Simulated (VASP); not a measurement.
# Ir (Im-3m) in VASP: further runs, part 2 of 2

VASP 6.6.1. The steps go on from the part before.

## 4. Relaxation of cell and atoms, r2SCAN

Input file INCAR:

```
SYSTEM = Ir
PREC = Accurate
ENCUT = 600
EDIFF = 1E-7
ISMEAR = 0
SIGMA = 0.1
LREAL = .False.
LASPH = .True.
NELM = 100
ALGO = Normal
ISIF = 3
LWAVE = .False.
LCHARG = .False.
METAGGA = R2SCAN
LMIXTAU = .True.
IBRION = 2
NSW = 90
EDIFFG = -0.005
```

Input file KPOINTS:

```
regular mesh
0
Gamma
  20 20 20
  0 0 0
```

Input file POSCAR:

```
Ir
1.0
   -1.5254903000      1.5254903000      1.5254903000
    1.5254903000     -1.5254903000      1.5254903000
    1.5254903000      1.5254903000     -1.5254903000
Ir
1
Direct
    0.0000000000      0.0000000000      0.0000000000
```

Potentials or basis: VASP PAW PBE potentials, release 64 (Ir).

Run with:

```bash
cat potpaw_PBE.64/Ir/POTCAR > POTCAR
mpirun -np 1 vasp_std > vasp.out
```

OUTCAR:

```text
SYSTEM = Ir
   PREC = Accurate
   ENCUT = 600
   EDIFF = 1E-7
   ISMEAR = 0
   LREAL = .False.
   LASPH = .True.
   NELM = 100
   ISIF = 3
   METAGGA = R2SCAN
   IBRION = 2
   NSW = 90
   EDIFFG = -0.005

 ion  position               nearest neighbor table
   1  0.000  0.000  0.000-

  LATTYP: Found a body centered cubic cell.
 ALAT       =     3.0509806000

  Lattice vectors:

 A1 = (  -1.5254903000,   1.5254903000,   1.5254903000)
 A2 = (   1.5254903000,  -1.5254903000,   1.5254903000)
 A3 = (   1.5254903000,   1.5254903000,  -1.5254903000)

Analysis of symmetry for initial positions (statically):
=====================================================================
 Subroutine PRICEL returns:
 Original cell was already a primitive cell.

 Routine SETGRP: Setting up the symmetry group for a
 body centered cubic supercell.

 Subroutine GETGRP returns: Found 48 space group operations
 (whereof 48 operations were pure point group operations)
 out of a pool of 48 trial point group operations.

The static configuration has the point symmetry O_h .

Analysis of symmetry for dynamics (positions and initial velocities):
[... 268 lines left out ...]

------------------------ aborting loop because EDIFF is reached ----------------------------------------
[... 65 lines left out ...]
--------------------------------------- Ionic step       15  -------------------------------------------

 number of electron       9.0000000 magnetization

 Free energy of the ion-electron system (eV)
  ---------------------------------------------------
  ext. energy  EPLUGINS =         0.00000000
  ---------------------------------------------------
  free energy    TOTEN  =       -51.69159061 eV

  energy without entropy =      -51.67735658  energy(sigma->0) =      -51.68447359

 E-fermi :   9.1501     XC(G=0): -14.9897

 val. band max:        9.1467008623   @ k =  -0.2000   0.2000   0.1000
 cond. band min:       9.1536711878   @ k =  -0.3000   0.3500   0.0500
 fundamental gap:      0.0069703256
 Fermi energy:         9.1500609670

 k-point     1 :       0.0000    0.0000    0.0000
  band No.  band energies     occupation
      1      -1.6085      2.00000
      2       5.5680      2.00000
      3       5.5680      2.00000
      4       5.5680      2.00000
      5       8.6013      2.00000
      6       8.6013      2.00000
      7      27.0767      0.00000
      8      27.0767      0.00000
[... 243 lines left out ...]
 k-point    24 :       0.2500    0.1000    0.0000
  band No.  band energies     occupation
      1       1.6348      2.00000
      2       4.3459      2.00000
      3       5.3297      2.00000
      4       8.0090      2.00000
      5       8.9787      1.98463
      6       9.4510      0.00002
      7      23.3095      0.00000
      8      25.4242      0.00000

 [... further k-points ...]

------------------------ aborting loop because EDIFF is reached ----------------------------------------

  FORCE on cell =-STRESS in cart. coord.  units (eV):
  Direction    XX          YY          ZZ          XY          YZ          ZX
  --------------------------------------------------------------------------------------
  -------------------------------------------------------------------------------------
  Total        0.0033871      0.0033871      0.0033871      0.0000000      0.0000000      0.0000000
  in kB        0.3663600      0.3663600      0.3663600      0.0000000      0.0000000      0.0000000
  external PRESSURE =       0.3663600 kB  Pullay stress =       0.0000000 kB
[... 16 lines left out ...]
  FREE ENERGIE OF THE ION-ELECTRON SYSTEM (eV)
  ---------------------------------------------------
  free  energy   TOTEN  =       -51.6915906057 eV

  energy  without entropy=      -51.6773565817  energy(sigma->0) =      -51.68447359

 reached required accuracy - stopping structural energy minimisation
```

CONTCAR:

```text
Ir
   1.00000000000000
    -1.5471138275315954    1.5471138275315954    1.5471138275315954
     1.5471138275315954   -1.5471138275315954    1.5471138275315954
     1.5471138275315954    1.5471138275315954   -1.5471138275315954
  Ir
     1
Direct
     0.0000000000000000    0.0000000000000000    0.0000000000000000

  0.00000000E+00  0.00000000E+00  0.00000000E+00
```

It took 4.7 min on 1 thread of Intel Xeon 6975P-C (Granite Rapids), shared host; peak memory 0.18 GiB.

What came out:

```yaml
Free_energy: -51.6916 eV
Relaxed_volume: 14.81 Å³/atom
Relaxed_cell: a = 2.680 Å, b = 2.680 Å, c = 2.680 Å, α = 109.47°, β = 109.47°, γ = 109.47°
Space_group_after_relaxing_to_0.05_Å: Im-3m (No. 229)
Energy_gained_by_relaxing: 28.9 meV/atom
Ionic_steps: 15
Pressure_after_relaxing: 0.0 GPa
Band_gap_on_the_k_mesh: none (metal or under the smearing width)
```

Step by step:
```csv
step,energy change (eV),largest force (eV/Å),pressure (GPa),volume (Å³)
1,0.0000,0.0000,15.80,14.20
2,0.2831,0.0000,-34.54,17.28
3,-0.0287,0.0000,-0.98,14.86
4,-0.0289,0.0000,-0.07,14.82
5,-0.0289,0.0000,0.21,14.80
6,-0.0289,0.0000,0.20,14.81
7,-0.0289,0.0000,0.17,14.81
8,-0.0289,0.0000,0.17,14.81
9,-0.0289,0.0000,0.17,14.81
10,-0.0289,0.0000,0.16,14.81
11,-0.0289,0.0000,0.16,14.81
12,-0.0289,0.0000,0.16,14.81
13,-0.0289,0.0000,0.13,14.81
14,-0.0289,0.0000,0.11,14.81
15,-0.0289,0.0000,0.04,14.81
```

Final structure:
```yaml
crystal:
  lattice:
    - [-1.54711, 1.54711, 1.54711]
    - [1.54711, -1.54711, 1.54711]
    - [1.54711, 1.54711, -1.54711]
  atoms:
    - { symbol: Ir, position: [0.00000, 0.00000, 0.00000] }
```

Levels at points of the mesh, in eV from the Fermi level:
```tsv
k point	band 2	band 3	band 4	band 5	band 6	band 7
(0.00, 0.00, 0.00)	-3.58	-3.58	-3.58	-0.55	-0.55	17.93
(0.50, 0.00, 0.00)	-5.43	-0.71	-0.05	0.04	2.30	8.21
(0.50, 0.50, 0.50)	-7.09	1.60	1.60	1.60	8.33	8.33
```

Caveat: the PAW data sets were made with another functional, which shifts forces and pressure a little.

## 5. Relaxation of cell and atoms, r2SCAN+rVV10

INCAR, as its differences from that of step 4:

```diff
@@ -15,2 +15,6 @@
 LMIXTAU = .True.
+LUSE_VDW = .True.
+IVDW_NL = 2
+BPARAM = 11.95
+CPARAM = 0.0093
 IBRION = 2
```

KPOINTS is that of step 4.

POSCAR is that of step 4.

Run with:

```bash
cat potpaw_PBE.64/Ir/POTCAR > POTCAR
mpirun -np 1 vasp_std > vasp.out
```

Wall time 3.4 min (1 thread of Intel Xeon 6975P-C (Granite Rapids), shared host); peak memory 0.26 GiB.

It converged, with:

```
Free energy                            : -51.5581 eV
Relaxed volume                         : 14.74 Å³/atom
Relaxed cell                           : a = 2.675 Å, b = 2.675 Å, c = 2.675 Å, α = 109.47°, β = 109.47°, γ = 109.47°
Space group after relaxing (to 0.05 Å) : Im-3m (No. 229)
Energy gained by relaxing              : 22.4 meV/atom
Ionic steps                            : 4
Pressure after relaxing                : 0.0 GPa
Band gap on the k mesh                 : none (metal or under the smearing width)
```

Step by step:
```csv
step,energy change (eV),largest force (eV/Å),pressure (GPa),volume (Å³)
1,0.0000,0.0000,13.95,14.20
2,0.2338,0.0000,-32.98,16.89
3,-0.0223,0.0000,-0.78,14.77
4,-0.0224,0.0000,-0.04,14.74
```

Final structure:
```cif
data_structure
_symmetry_space_group_name_H-M 'P 1'
_symmetry_Int_Tables_number 1
_cell_length_a 2.6752
_cell_length_b 2.6752
_cell_length_c 2.6752
_cell_angle_alpha 109.471
_cell_angle_beta 109.471
_cell_angle_gamma 109.471
_cell_volume 14.74
loop_
_atom_site_label
_atom_site_type_symbol
_atom_site_fract_x
_atom_site_fract_y
_atom_site_fract_z
_atom_site_occupancy
Ir1 Ir 0.00000 0.00000 0.00000 1
```

Levels at points of the mesh, in eV from the Fermi level:
```csv
k point,band 1,band 2,band 3,band 4,band 5,band 6,band 7,band 8
"(0.00, 0.00, 0.00)",-10.84,-3.61,-3.61,-3.61,-0.56,-0.56,17.90,17.90
"(0.50, 0.00, 0.00)",-7.61,-5.48,-0.72,-0.05,0.00,2.32,8.26,13.79
"(0.50, 0.50, 0.50)",-7.16,-7.16,1.61,1.61,1.61,8.33,8.33,8.33
```

Caveat: the PAW data sets were made with another functional, which shifts forces and pressure a little.
